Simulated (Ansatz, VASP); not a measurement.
One calculation of AlH5, two programs

Contents of INCAR:

```
SYSTEM = AlH5
ALGO = Fast
EDIFF = 1E-7
EDIFFG = -0.01
ENCUT = 600
GGA = PE
IBRION = 2
ISIF = 3
ISMEAR = 0
LASPH = .TRUE.
LCHARG = .FALSE.
LREAL = .FALSE.
LWAVE = .FALSE.
NELM = 80
NSW = 100
PREC = Accurate
SIGMA = 0.1
```

File KPOINTS:

```
k-points
0
G
  12 12 14
  0 0 0
```

Contents of POSCAR:

```
AlH5
1.0
    3.5079835919      0.0000000000      0.0000000000
   -1.7539917959      3.0380029066      0.0000000000
    0.0000000000      0.0000000000      2.7207387430
Al H
1 5
Direct
    0.0000000000      0.0000000000      0.0000000000
    0.5000000000      0.0000000000      0.5000000000
    0.5000000000      0.5000000000      0.5000000000
    0.0000000000      0.5000000000      0.5000000000
    0.3333333333      0.6666666667      0.0000000000
    0.6666666667      0.3333333333      0.0000000000
```

Input for Ansatz:

```yaml
crystal:
  lattice:
    - [3.5079835919, 0.0, 0.0]
    - [-1.7539917959, 3.0380029066, 0.0]
    - [0.0, 0.0, 2.720738743]
  atoms:
    - { symbol: Al, position: [0.0, 0.0, 0.0] }
    - { symbol: H, position: [0.5, 0.0, 0.5] }
    - { symbol: H, position: [0.5, 0.5, 0.5] }
    - { symbol: H, position: [0.0, 0.5, 0.5] }
    - { symbol: H, position: [0.3333333333, 0.6666666667, 0.0] }
    - { symbol: H, position: [0.6666666667, 0.3333333333, 0.0] }
basis:
  ecutwfc: 420
kpoints:
  mp_grid: { grid: [12, 12, 14] }
hamiltonian:
  xc: pbe
scf:
  occupations: { method: gaussian, width: 0.1 }
output:
  forces: true
  stress: true
  eigenvalues: true
  write_density: true
  write_potential: true
  elf: true
  volumetric_format: npy
relax:
  adjacent_minimum: "off"
  f_tol: 0.01
  max_steps: 80
  cell: { stress_tol: 0.05 }
```

Change from the starting cell: species swapped into the PrPt5 type (P6/mmm, No. 191).

Alike in both runs: task relaxation of cell and atoms; functional PBE; k mesh 12 × 12 × 14; occupations gaussian, width 0.1 eV; no spin polarisation.

|  | VASP | Ansatz |
| --- | --- | --- |
| version | VASP 6.6.1 | Ansatz 0.2.0 |
| potentials or method | VASP PAW PBE potentials, release 64 (Al, H) | scalar-relativistic, plane waves, PAW |
| plane-wave cutoff (eV) | 600 | 420 |
| valence electrons in the cell | 8 | 8 |

Ansatz gave:

| Item | Value |
| --- | --- |
| gap on the k mesh at the Fermi level, each at its own relaxed structure (eV) | none |
| relaxed volume (Å³/atom) | 4.85 |
| relaxed cell length with the largest relative difference (Å) | 2.732 |

**Question.** What did VASP give for the same quantities?

**Answer.** gap on the k mesh at the Fermi level, each at its own relaxed structure (eV): none; relaxed volume (Å³/atom): 4.86; relaxed cell length with the largest relative difference (Å): 2.729.

A gap of «none» marks a metal or a gap that the smearing closes.
